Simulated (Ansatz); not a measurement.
**Mn: one input, then a changed one**

The structure comes from a relaxation in the same program, started in the sc type, and has space group Pm-3m. Whether it is a known phase or the ground state wasn't checked.

First run: DFT, PBE, all-electron LAPW, scalar-relativistic (Ansatz 0.2.0).

Command: `ansatz run input.yaml --threads 1 --pin off --max-ram 3072MiB --backend cpu --events-out ev --progress --plain --runs-dir out` The run took about 28 s on 1 thread of a shared machine.

```yaml
crystal:
  lattice:
    - [2.2876826683, 0.0, 0.0]
    - [0.0, 2.2876826683, 0.0]
    - [0.0, 0.0, 2.2876826683]
  atoms:
    - { symbol: Mn, position: [0.0, 0.0, 0.0], spin: 4.0 }
magnetization:
  spin_polarized: true
kpoints:
  mp_grid: { grid: [14, 14, 14] }
  band_path:
    path:
      - [0.0, 0.0, 0.0]
      - [0.0, 0.5, 0.0]
      - [0.5, 0.5, 0.0]
      - [0.0, 0.0, 0.0]
      - [0.5, 0.5, 0.5]
      - [0.0, 0.5, 0.0]
      - [0.5, 0.5, 0.5]
      - [0.5, 0.5, 0.0]
    npoints: 14
scf:
  occupations: { method: fermi_dirac, width: 0.05 }
hamiltonian:
  xc: pbe
  pseudopotentials: { kind: all_electron, lapw: { basis_error: 0.001 } }
output:
  forces: true
  stress: true
  eigenvalues: true
  fatbands: true
  populations: true
  dos: { projected: true, de: 0.2, e_range: [-14, 8] }
```

Result: converged; pressure 0.11 GPa; moment 0.48 μB; 11 SCF iterations.

The input is then changed:

```diff
@@ -22,5 +22,5 @@
     npoints: 14
 scf:
-  occupations: { method: fermi_dirac, width: 0.05 }
+  occupations: { method: cold, width: 0.2 }
 hamiltonian:
   xc: pbe
@@ -30,6 +30,4 @@
   stress: true
   eigenvalues: true
-  fatbands: true
   populations: true
-  dos: { projected: true, de: 0.2, e_range: [-14, 8] }
```

Q: Predict the outcome of the changed run.

A: It converged; energy at zero smearing +0.4 meV/atom from the first run; pressure -0.17 GPa; moment 0.45 μB; 14 SCF iterations. Some of these settings are too coarse for converged properties.

The results part of its log:

```
SCF 1 converged in 14 iterations: F = -31527.193943 eV  dr2 = 8.66e-15
NSCF: frozen V_eff on 99 k-points
this state was not tested for a lower state beside it, because cold or Methfessel-Paxton smearing, or corrected tetrahedra, fill the levels in a way that the test cannot read (fill_not_monotonic; see scf.lower_state_search)
SCF converged after 14 iterations
Magnetization: 0.4482 μB (7.7241 up, 7.2759 down)
Absolute magnetization: 0.4631 μB (∫|ρ↑−ρ↓|)
Spin contamination: 0.0045 ħ² per cell (⟨S²⟩ above its minimum at these occupations)
Per-site moments (μB) at R_I (Å): [(0.44801592223846143, 1.143841317105434)]
Free energy (F): -31527.193943 eV
Harris-Foulkes:  -31527.193943 eV  (|F-HF|=2.91e-11)
Internal energy: -31527.197636 eV  (E = F + TS)
E sigma→0 (E₀):  -31527.195174 eV
Entropy (-TS):   0.003693 eV (3.693 meV/atom)
Fermi energy:    18.487400 eV
--- Per-component energies (eV) ---
  E_band       = -185.884398
  E_kinetic    = 31927.236719
  E_xc         = -1423.177770
  E_electrostatic = -62031.256585  (all electrons and nuclei)
  E_smearing   = 0.003693  (= −TS)
  E_closure    = 0.000000  (closes the sum)
  E_atoms      = -31518.736320  (free atoms, spherical and without spin; not in F)
  Σ components = -31527.193943   (vs F -31527.193943, Δ=0.00e0)
  Basis errors (estimates in eV, not in F): energy 3.3e-4 per atom: plane waves 3.0e-4 (1.7e-4 summed), levels above the bands 0.0e0, relativity 1.7e-8, radial functions 2.4e-5, core shells 2.2e-7; eigenvalues (radial functions only) 3.0e-6; not estimated: angular momenta, meshes, grids; target (lapw.basis_error) 1.0e-3; muffin-tin radii Mn 1.144 Å
--- Forces (eV/Å), atoms counted from 1 ---
  atom   1  Mn     0.00000000     0.00000000     0.00000000
  max |Σ_I F_I| component: 4.67e-33 eV/Å
--- Stress (GPa, compression-positive) ---
       -0.171028      -0.000000       0.000000
       -0.000000      -0.171028       0.000000
        0.000000       0.000000      -0.171028
  P = ⅓ Tr σ = -0.1710 GPa (-1.710 kbar)
--- Band table (eV; the first three rows and the last of 240) ---
  k-point 0 ↑: bands = ["-61.1660", "-29.4256", "-29.4256", "-29.4256", "10.4607", "14.7489", "14.7489", "19.8471", "19.8471", "19.8471", "38.6346", "38.6346", "38.6346", "43.1037"]
  k-point 1 ↑: bands = ["-61.1596", "-29.4693", "-29.4219", "-29.4219", "10.6269", "14.7820", "14.8595", "19.7467", "19.7467", "19.8549", "37.0075", "38.8763", "38.8763", "43.0126"]
  k-point 2 ↑: bands = ["-61.1415", "-29.5908", "-29.4115", "-29.4115", "11.1068", "14.8758", "15.1791", "19.4736", "19.4736", "19.8769", "34.2472", "39.5747", "39.5747", "42.7446"]
  k-point 119 ↓: bands = ["-60.2694", "-29.5547", "-29.5547", "-29.5547", "15.3722", "15.3722", "15.3722", "21.6097", "21.6097", "30.3916", "32.5079", "32.5079", "32.5079", "37.1080"]
--- Löwdin populations: 1 site ---
  site symbol       q [e]    m [muB]
     0     Mn     24.8484     0.4599
  spilling = 0.006063 (of n_electrons = 25.000000)
```
